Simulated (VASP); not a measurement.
Output of a VASP run:

### OSZICAR
```
       N       E                     dE             d eps       ncg     rms          rms(c)
DAV:   1     0.340027195235E+03    0.34003E+03   -0.15461E+04   520   0.119E+03
DAV:   2     0.211028639563E+02   -0.31892E+03   -0.31329E+03   654   0.289E+02
DAV:   3    -0.138536813130E+02   -0.34957E+02   -0.34689E+02   638   0.105E+02
DAV:   4    -0.152809214378E+02   -0.14272E+01   -0.14254E+01   784   0.298E+01
DAV:   5    -0.152932240694E+02   -0.12303E-01   -0.12297E-01   674   0.200E+00    0.379E+00
DAV:   6    -0.150236562926E+02    0.26957E+00   -0.46949E-01   734   0.486E+00    0.247E+00
DAV:   7    -0.149914689360E+02    0.32187E-01   -0.31146E-01   704   0.289E+00    0.954E-01
DAV:   8    -0.149951670565E+02   -0.36981E-02   -0.42377E-02   602   0.180E+00    0.233E-01
DAV:   9    -0.149948781380E+02    0.28892E-03   -0.46500E-03   666   0.659E-01    0.915E-02
DAV:  10    -0.149950387393E+02   -0.16060E-03   -0.55717E-04   592   0.136E-01    0.418E-02
DAV:  11    -0.149950692457E+02   -0.30506E-04   -0.26573E-04   712   0.139E-01    0.304E-02
DAV:  12    -0.149950708968E+02   -0.16511E-05   -0.25637E-05   654   0.295E-02    0.237E-02
DAV:  13    -0.149950700451E+02    0.85169E-06   -0.31426E-06   522   0.136E-02
   1 F= -.14995070E+02 E0= -.14995070E+02  d E =-.149951E+02
       N       E                     dE             d eps       ncg     rms          rms(c)
DAV:   1    -0.151192945464E+02   -0.12422E+00   -0.32046E+00   662   0.185E+01    0.173E+00
DAV:   2    -0.150242148845E+02    0.95080E-01   -0.18382E-01   622   0.441E+00    0.691E-01
DAV:   3    -0.150031199188E+02    0.21095E-01   -0.80404E-02   664   0.255E+00    0.277E-01
DAV:   4    -0.150029855108E+02    0.13441E-03   -0.13316E-03   546   0.242E-01    0.232E-01
DAV:   5    -0.150028373870E+02    0.14812E-03   -0.80036E-04   678   0.202E-01    0.479E-02
DAV:   6    -0.150028291830E+02    0.82040E-05   -0.11193E-04   642   0.107E-01    0.909E-03
DAV:   7    -0.150028302523E+02   -0.10693E-05   -0.94898E-06   608   0.228E-02    0.357E-03
DAV:   8    -0.150028308987E+02   -0.64640E-06   -0.60115E-07   362   0.448E-03
   2 F= -.15002831E+02 E0= -.15002831E+02  d E =-.776085E-02
       N       E                     dE             d eps       ncg     rms          rms(c)
DAV:   1    -0.150096258313E+02   -0.67956E-02   -0.17613E-01   652   0.424E+00    0.410E-01
DAV:   2    -0.150043431039E+02    0.52827E-02   -0.10294E-02   622   0.105E+00    0.162E-01
DAV:   3    -0.150031797036E+02    0.11634E-02   -0.44025E-03   672   0.595E-01    0.641E-02
DAV:   4    -0.150031685071E+02    0.11197E-04   -0.75335E-05   556   0.568E-02    0.522E-02
DAV:   5    -0.150031565012E+02    0.12006E-04   -0.43635E-05   672   0.475E-02    0.115E-02
DAV:   6    -0.150031555427E+02    0.95850E-06   -0.52911E-06   510   0.235E-02
   3 F= -.15003156E+02 E0= -.15003156E+02  d E =-.808550E-02
```

OUTCAR:
```
------------------------ aborting loop because EDIFF is reached ----------------------------------------
  FORCE on cell =-STRESS in cart. coord.  units (eV):
  Direction    XX          YY          ZZ          XY          YZ          ZX
  --------------------------------------------------------------------------------------
  Total        0.0145440      0.0145440      0.0145440     -0.0000000     -0.0000000      0.0000000
  in kB        0.0950648      0.0950648      0.0950648     -0.0000000     -0.0000000      0.0000000
  external PRESSURE =       0.0950648 kB  Pullay stress =       0.0000000 kB
  volume of cell :      245.12
      direct lattice vectors                 reciprocal lattice vectors
     6.258325029  0.000000000  0.000000000     0.159787163 -0.000000000  0.000000000
     0.000000000  6.258325029  0.000000000    -0.000000000  0.159787163 -0.000000000
    -0.000000000  0.000000000  6.258325029    -0.000000000 -0.000000000  0.159787163
 POSITION                                       TOTAL-FORCE (eV/Angst)
 -----------------------------------------------------------------------------------
      0.00000      0.00000      0.00000         0.000000      0.000000      0.000000
      3.12916      3.12916      3.12916        -0.000000      0.000000      0.000000
      3.12916      0.00000      3.12916         0.000000      0.000000      0.000000
     -0.00000      3.12916      3.12916         0.000000      0.000000      0.000000
      3.12916      3.12916      0.00000         0.000000      0.000000      0.000000
 -----------------------------------------------------------------------------------
    total drift:                                0.000000     -0.000000     -0.000000
  FREE ENERGIE OF THE ION-ELECTRON SYSTEM (eV)
  ---------------------------------------------------
  free  energy   TOTEN  =       -15.0031555427 eV

  energy  without entropy=      -15.0031555427  energy(sigma->0) =      -15.00315554

 reached required accuracy - stopping structural energy minimisation
```
(Selected blocks of OUTCAR.)

POSCAR:
```
CsPbI3
1
    6.2088524761    -0.0000000000     0.0000000000
    0.0000000000     6.2088524761     0.0000000000
   -0.0000000000    -0.0000000000     6.2088524761
Cs Pb I
1 1 3
Direct
  0.0000000000   0.0000000000   0.0000000000
  0.5000000000   0.5000000000   0.5000000000
  0.5000000000   0.0000000000   0.5000000000
  0.0000000000   0.5000000000   0.5000000000
  0.5000000000   0.5000000000   0.0000000000
```

Question: Reconstruct the remaining input files.

Answer: Several could match; the one computed here: the input of the run itself, PBEsol GGA, plane waves, VASP's PBE PAW potentials (set 64).

**INCAR**
```
ALGO = Normal
LASPH = .TRUE.
LCHARG = .FALSE.
LWAVE = .FALSE.
SYSTEM = CsPbI3
PREC = Accurate
ISIF = 3   # ions, shape and volume
SIGMA = 0.05   # width (eV)
ISMEAR = 0
LMAXMIX = 4
ENCUT = 400   # plane-wave cut-off (eV)
EDIFFG = -0.02   # ionic stop
EDIFF = 1E-6
NELM = 100   # most electronic steps
NSW = 60   # most ionic steps
LREAL = .FALSE.
GGA = PS   # PBEsol
IBRION = 2   # conjugate gradients
```

**KPOINTS**
```
Automatic mesh
0
Gamma
4 4 4
0 0 0
```

POTCAR, in this order: Cs_sv Pb_d I (PBE.64 set). Program: vasp_std.

Energy and stress use the plane-wave basis of the starting cell.

The compound is CsPbI3 in the cubic perovskite structure, the ideal cubic form; the compound distorts at low or room temperature. This run relaxes it. Symmetry was kept, so distortions that lower it aren't found. The start is the result of an earlier pass.
